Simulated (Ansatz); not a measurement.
Runs of Ansatz 0.2.0 on Si. Symmetry: P6_3/mmc, No. 194, hexagonal system. The conventional cell has a = 3.831 Å, b = 3.831 Å, c = 6.333 Å, α = 90.00°, β = 90.00°, γ = 120.00°. Around Si (site symmetry 3m) lie 4 Si at 2.35 to 2.37 Å. This isn't the form of Si at room conditions, which is diamond.

```tsv
task	level	potentials or basis	spin	cutoff (eV)	smearing	basis error allowed	gap on the mesh (eV)	pressure (GPa)	V0 of scaled cells (Å³/atom)	B0 (GPa)	largest force (eV/Å)
equation of state	PBEsol	all-electron LAPW, scalar-relativistic	off	-	fermi-dirac 0.05 eV	0.001 eV/atom	-	-	20.02	94	-
band structure	PBEsol	all-electron PAW datasets made for the crystal	off	180	fermi-dirac 0.05 eV	-	0.31	-0.5	-	-	0.01
single point	PBEsol	all-electron LAPW, scalar-relativistic	off	220	fermi-dirac 0.05 eV	0.001 eV/atom	0.31	-0.5	-	-	0.01
equation of state	LDA	all-electron LAPW, scalar-relativistic	off	-	fermi-dirac 0.05 eV	0.002 eV/atom	-	-	(b)	96	-
band structure	PBEsol	all-electron LAPW, scalar-relativistic	off	197	fermi-dirac 0.05 eV	0.002 eV/atom	0.31	-0.5	-	-	0.01
band structure	BLYP+D3(BJ)+ATM	all-electron PAW datasets made for the crystal	collinear, random start	180	fermi-dirac 0.15 eV	-	0.65	-1.0	-	-	0.01
equation of state	PBEsol	all-electron LAPW, scalar-relativistic	off	-	fermi-dirac 0.05 eV	0.002 eV/atom	-	-	20.02	94	-
band structure	LDA	all-electron LAPW, scalar-relativistic	off	197	fermi-dirac 0.05 eV	0.002 eV/atom	0.32	-2.1	-	-	(a)
```

Alike in all rows: cell as given; k mesh 8 × 8 × 4.

Q: Estimate the missing entries.

A: (a) 0.02; (b) 19.67.

Caveats: the cell was scaled at fixed shape and fractional positions, which overstates the stiffness of a crystal with free parameters, most of all of layers and chains (some runs).

A k mesh can miss the band edges.

Not every run made on this cell is shown here.
